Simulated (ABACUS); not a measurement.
# ZnS in ABACUS: the effect of exact exchange share

Crystal: ZnS.

```xyz
2
Lattice="0.0000 2.7020 2.7020 2.7020 0.0000 2.7020 2.7020 2.7020 0.0000" Properties=species:S:1:pos:R:3 pbc="T T T"
Zn    4.0530    4.0530    4.0530
S     0.0000    0.0000    0.0000
```

Alike in all runs:

- Program: ABACUS 3.10.1
- Task: single point
- Potentials or basis: SG15 ONCV 1.2 PBE
- Cutoff: 1361 eV
- Density cutoff: 5442 eV
- Basis: DZP LCAO (the cutoffs set its grid)
- k mesh: 4 × 4 × 4
- Occupations: fermi-dirac, width 0.05 eV
- Spin: no spin polarisation

Question: One run gave: gap on the mesh 2.99 eV. Which exact exchange share did it use?
A. 0.1
B. 0.25
C. 0.4

Answer: A.

```tsv
exact exchange share	functional	gap on the mesh (eV)
0.1	PBE0-type (share 0.1)	2.99
0.25	PBE0-type (share 0.25)	4.17
0.4	PBE0-type (share 0.4)	5.37
```

Caveats: all runs use coarse meshes; the atomic orbitals were generated for these runs and aren't a published set; gaps of hybrids in this basis differ from plane-wave ones by up to 0.1 eV; the basis of atomic orbitals isn't converged, which shifts pressures, moduli and gaps.

Runs at the PBE level aren't shown here.
